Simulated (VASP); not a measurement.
Set up this calculation in VASP 6.6.1, as the native input.

```yaml
Task: relaxation of cell and atoms
Functional: r2SCAN
Potentials_or_basis: VASP PAW PBE potentials, release 64 (Ba_sv)
Cutoff: 600 eV
k_mesh: 12 × 12 × 12
Occupations: methfessel-paxton, width 0.1 eV
Spin: no spin polarisation
Further_INCAR_settings: ALGO = Normal; EDIFF = 1e-06; IBRION = 2; EDIFFG = -0.01; NSW = 90; ISIF = 3
```

The structure of Ba lies in POSCAR:

```
Ba
1.0
   -2.5065000000      2.5065000000      2.5065000000
    2.5065000000     -2.5065000000      2.5065000000
    2.5065000000      2.5065000000     -2.5065000000
Ba
1
Direct
    0.0000000000      0.0000000000      0.0000000000
```

One way to write it, as run:

INCAR

```
PREC = Accurate ; ENCUT = 600
EDIFF = 1E-6 ; ISMEAR = 1
SIGMA = 0.1 ; LREAL = False
LASPH = True ; NELM = 80
ALGO = Normal ; ISIF = 3
LWAVE = False ; LCHARG = False
METAGGA = R2SCAN ; LMIXTAU = True
IBRION = 2 ; NSW = 90
EDIFFG = -0.01
```

KPOINTS

```
regular mesh
0
Gamma
  12 12 12
```

Potentials or basis: VASP PAW PBE potentials, release 64 (Ba_sv).

Run with:

```console
$ cat potpaw_PBE.64/Ba_sv/POTCAR > POTCAR
$ mpirun -np 1 vasp_std > vasp.out
```

Results of the run:

```yaml
Relaxed_volume: 65.51 Å³/atom
Relaxed_cell: a = 4.399 Å, b = 4.399 Å, c = 4.399 Å, α = 109.47°, β = 109.47°, γ = 109.47°
Space_group_after_relaxing_to_0.05_Å: Im-3m (No. 229)
Energy_gained_by_relaxing: 2.6 meV/atom
Ionic_steps: 4
Pressure_after_relaxing: 0.0 GPa
Band_gap_on_the_k_mesh: none (metal or under the smearing width)
```

Caveat: the PAW data sets were made with another functional, which shifts forces and pressure a little.

Run time: 4 min on 1 thread of Intel(R) Xeon(R) 6975P-C (Granite Rapids) (shared host), peak memory 0.26 GiB.
